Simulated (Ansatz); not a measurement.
Bands of P

```
P
1.0
     2.70538    0.00000    0.00000
    -1.35269    2.34293    0.00000
     0.00000    0.00000    4.58769
P
2
Direct
  0.33333 0.66667 0.25000
  0.66667 0.33333 0.75000
```

Atoms are numbered in the order listed.

The structure comes from a relaxation in the same program, started in the hcp type, and has space group P6_3/mmc. Whether it is a known phase or the ground state wasn't checked.

Level of theory: DFT, PBE, all-electron LAPW, scalar-relativistic in Ansatz 0.2.0.

Settings: a Γ-centred 15×15×8 k mesh, Fermi–Dirac smearing of 0.05 eV, basis error target 1 meV/atom, no spin polarisation.

Points in fractions of the reciprocal vectors of this cell: Γ (0, 0, 0), M (0.5, 0, 0), K (0.333, 0.333, 0), A (0, 0, 0.5), L (0.5, 0, 0.5), H (0.333, 0.333, 0.5). The path joins them by straight lines in the order Γ–M–K–Γ–A–L–H–A–L; legs that retrace an earlier one aren't tabulated. Energies are in eV from the Fermi level.

**Question.** Is there a gap?

**Answer.** none: bands cross the Fermi level, a metal.

**Question.** List the levels between -20 and -1.5 eV at the symmetry points.

**Answer.** 
Γ: -16.40, -11.06, -8.18
M: -10.80, -9.44, -5.12, -4.25, -3.15
K: -8.82 (×2), -6.28, -2.81 (×2), -1.97
A: -14.77 (×2), -1.55 (×2)
L: -9.42 (×2), -7.37 (×2)
H: -8.04 (×2), -5.89 (×2), -4.79 (×2)
